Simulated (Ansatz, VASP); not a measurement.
## AlN: VASP beside Ansatz

Contents of INCAR:

```
PREC     = Accurate       # precision mode
ENCUT    = 520            # plane-wave cutoff, eV
EDIFF    = 1E-6           # SCF threshold, eV
ISMEAR   = 0              # smearing method
SIGMA    = 0.05           # smearing width, eV
LREAL    = F              # projectors in reciprocal space
LASPH    = T              # aspherical terms in the spheres
NELM     = 60             # most SCF steps
ALGO     = Normal         # electronic algorithm
ISIF     = 2              # what is computed and relaxed
LWAVE    = F              # write WAVECAR
LCHARG   = F              # write CHGCAR
NBANDS   = 16             # bands
```

The input KPOINTS:

```
Automatic mesh
0
Gamma
  9 9 6
```

The input POSCAR:

```
AlN
1.0
    3.0113999106      0.0000000000      0.0000000000
   -1.5056999553      2.6079488235      0.0000000000
    0.0000000000      0.0000000000      4.8199946833
Al N
2 2
Direct
    0.3054891404      0.6666666667      0.0015210182
    0.6945108596      0.3333333333      0.5015210182
    0.3581834940      0.6666666667      0.3834789818
    0.6418165060      0.3333333333      0.8834789818
```

Input for Ansatz:

```yaml
crystal:
  lattice:
    - [3.0113999106, 0.0, 0.0]
    - [-1.5056999553, 2.6079488235, 0.0]
    - [0.0, 0.0, 4.8199946833]
  atoms:
    - { symbol: Al, position: [0.3054891404, 0.6666666667, 0.0015210182] }
    - { symbol: Al, position: [0.6945108596, 0.3333333333, 0.5015210182] }
    - { symbol: "N", position: [0.358183494, 0.6666666667, 0.3834789818] }
    - { symbol: "N", position: [0.641816506, 0.3333333333, 0.8834789818] }
basis:
  ecutwfc: 520.0
kpoints:
  mp_grid: { grid: [9, 9, 6] }
hamiltonian:
  xc: lda
  pseudopotentials: { kind: paw, azcp: { folder: soft_1 } }
scf:
  occupations: { method: gaussian, width: 0.05 }
output:
  forces: true
  stress: true
  eigenvalues: true
```

Change from the starting cell: mode 4 frozen in at -0.086 Å, equal normal strain along x, y and z -0.0250.

Alike in both runs: task single point; functional LDA; k mesh 9 × 9 × 6; occupations gaussian, width 0.05 eV; no spin polarisation.

|  | VASP | Ansatz |
| --- | --- | --- |
| version | VASP 6.6.1 | Ansatz 0.2.0 |
| potentials or method | VASP PAW LDA potentials, release 64 (Al, N) | scalar-relativistic, plane waves, PAW |
| plane-wave cutoff (eV) | 520 | 520 |
| valence electrons in the cell | 16 | 16 |

```csv
,VASP,Ansatz,Ansatz less VASP
gap on the k mesh at the Fermi level (eV),4.85,4.87,+0.020
least direct gap on the mesh (eV),5.03,5.02,-0.010
pressure (GPa),19.2,18.3,-0.93
largest component of the traceless stress (GPa),0.84,0.79,-0.047
rms of the force components (eV/Å),0.218,0.218,0.0000
```

Atom by atom the forces differ by 0.003 eV/Å (rms over components). Ansatz warned: «pseudo_functional_mismatch».

Caveats: so large a pressure means that the cell lies far from this level's equilibrium, or that cutoff or potentials fall short (VASP); an odd mesh through Γ misses points on the zone boundary, where band edges often lie.
